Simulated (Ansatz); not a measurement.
# HfO2: the cost of one run

Computed with Ansatz 0.2.0 (DFT, PBE, plane-wave PAW, default files, scalar-relativistic, as far as a step names no other, unless a step's input says otherwise).

1 further run of the same task is left out (it didn't finish).

## Step 1: The structure to begin with

It takes space group P2_1/c (No. 14, monoclinic). The conventional cell has a = 5.118 Å, b = 5.186 Å, c = 5.284 Å, α = 90.00°, β = 99.35°, γ = 90.00°. Hf (site symmetry 1) has 7 O at 2.03 to 2.25 Å as nearest neighbours. O (site symmetry 1) has 4 Hf at 2.14 to 2.25 Å as nearest neighbours. Around O (site symmetry 1) lie 3 Hf at 2.03 to 2.12 Å.

Structure file:

```cif
data_structure
_symmetry_space_group_name_H-M 'P2_1/c'
_symmetry_Int_Tables_number 14
_cell_length_a 5.1180
_cell_length_b 5.1857
_cell_length_c 5.2841
_cell_angle_alpha 90.000
_cell_angle_beta 99.352
_cell_angle_gamma 90.000
_cell_volume 138.38
loop_
_atom_site_label
_atom_site_type_symbol
_atom_site_symmetry_multiplicity
_atom_site_Wyckoff_symbol
_atom_site_fract_x
_atom_site_fract_y
_atom_site_fract_z
_atom_site_occupancy
Hf1 Hf 4 e 0.27550 0.03970 0.20800 1
O1 O 4 e 0.44870 0.75810 0.48010 1
O2 O 4 e 0.07420 0.33160 0.34670 1
```

## Step 2: First run, atoms as given

input.yaml reads:

```yaml
crystal:
  lattice:
    - [5.118, 0.0, 0.0]
    - [0.0, 5.1857, 0.0]
    - [-0.8586630598, 0.0, 5.2138671406]
  atoms:
    - { symbol: Hf, position: [0.2755, 0.0397, 0.208] }
    - { symbol: Hf, position: [0.7245, 0.5397, 0.292] }
    - { symbol: Hf, position: [0.7245, 0.9603, 0.792] }
    - { symbol: Hf, position: [0.2755, 0.4603, 0.708] }
    - { symbol: O, position: [0.4487, 0.7581, 0.4801] }
    - { symbol: O, position: [0.5513, 0.2581, 0.0199] }
    - { symbol: O, position: [0.5513, 0.2419, 0.5199] }
    - { symbol: O, position: [0.4487, 0.7419, 0.9801] }
    - { symbol: O, position: [0.0742, 0.3316, 0.3467] }
    - { symbol: O, position: [0.9258, 0.8316, 0.1533] }
    - { symbol: O, position: [0.9258, 0.6684, 0.6533] }
    - { symbol: O, position: [0.0742, 0.1684, 0.8467] }
kpoints:
  mp_grid: { grid: [5, 5, 5] }
scf:
  occupations: { method: fermi_dirac, width: 0.02 }
hamiltonian:
  xc: pbe
  pseudopotentials: { kind: paw }
output:
  forces: true
  stress: true
  populations: true
  efg:
    quadrupole_moments_barn: { Hf: 3.365, O: -0.02558 }
    contact_densities: true
```

On the command line:

```bash
> ansatz run input.yaml --threads 1 --pin off --max-ram 3072MiB --backend cpu --events-out ev --progress --plain --runs-dir out
```

What time and memory should one allow on 1 thread of Intel Xeon Platinum 8259CL at 2.50GHz (Skylake/Cascade Lake), shared host?

About 45 s, with a peak of 0.78 GiB.
